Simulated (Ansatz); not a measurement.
HfO₂: the gap under strain, fitted and tested

Plane-wave DFT in Ansatz, r2SCAN, scalar-relativistic PAW potentials, cutoff 500 eV, no spin-orbit coupling; no spin polarisation. HfO₂ in space group P4_2/mnm, a structure that wasn't matched to a measured phase. Biaxial strain in the a-b plane; c and atoms relaxed (conventional cell); Kohn–Sham gaps sought over the whole zone.

```csv
strain (%),space group,gap (eV)
-6.0,P4_2/mnm,4.478
-4.0,P4_2/mnm,4.613
-2.0,P4_2/mnm,4.654
+0.0,P4_2/mnm,4.531
+2.0,P4_2/mnm,4.394
+4.0,P4_2/mnm,4.303
+6.0,P4_2/mnm,?
```

Question: Fit the given gaps and predict the missing one.

Answer: Next to zero the slopes are -62 meV per % on the compressed side and -68 on the stretched side. No break shows at zero, so all given rows go into a parabola: E_g = 4.560 -0.0401 ε -0.00822 ε² eV (ε in %; scatter 37 meV). At +6.0 % this gives 4.023 eV; the run gave 4.272 eV, 249 meV away. The fit is poor: the slope drops sharply near -2.0 %, the mark of another band or valley taking over an edge, which one smooth curve can't follow.

Spin-orbit coupling, left out, matters for bands of heavy elements.

Cost: about 20 core-minutes for the runs cited, on Intel Xeon Processor @ 2.50GHz (Skylake/Cascade Lake) (shared hosts).

This rutile-type form isn't the usual stable structure of the compound.